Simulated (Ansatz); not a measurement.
Zr:

```
Zr
1.0
     3.23200    0.00000    0.00000
    -1.61600    2.79899    0.00000
     0.00000    0.00000    5.14700
Zr
2
Direct
  0.66667 0.33333 0.75000
  0.33333 0.66667 0.25000
```

Base run:

- Program: Ansatz 0.2.0
- Functional: r2SCAN
- Potentials or basis: Ansatz PAW
- Cutoff: 500 eV (not typed: the program's choice for these potentials)
- k mesh: 9 × 9 × 5
- Occupations: fermi-dirac, width 0.05 eV
- Spin: no spin polarisation

Its results: band gap on the k mesh none (metal or under the smearing width); pressure 0.9 GPa.

After a change of settings the same cell gave: band gap on the k mesh none (metal or under the smearing width); pressure 2.7 GPa. Which change was it?
A. functional from r2SCAN to RPBE; cutoff from 500 eV (not typed: the program's choice for these potentials) to 420 eV (not typed: the program's choice for these potentials); occupations from fermi-dirac, width 0.05 eV to gaussian, width 0.1 eV
B. k mesh from 9 × 9 × 5 to 7 × 7 × 4; spin from no spin polarisation to spin-orbit coupling, no magnetisation; potential files from those of the base run to others of the same set
C. functional from r2SCAN to BLYP; cutoff from 500 eV (not typed: the program's choice for these potentials) to 420 eV (not typed: the program's choice for these potentials)

A.

Caveats: the PAW data sets come from PBE, with cores solved anew for the run's functional, which leaves a small shift of forces and pressure.

Runs at the PBE level aren't shown here.
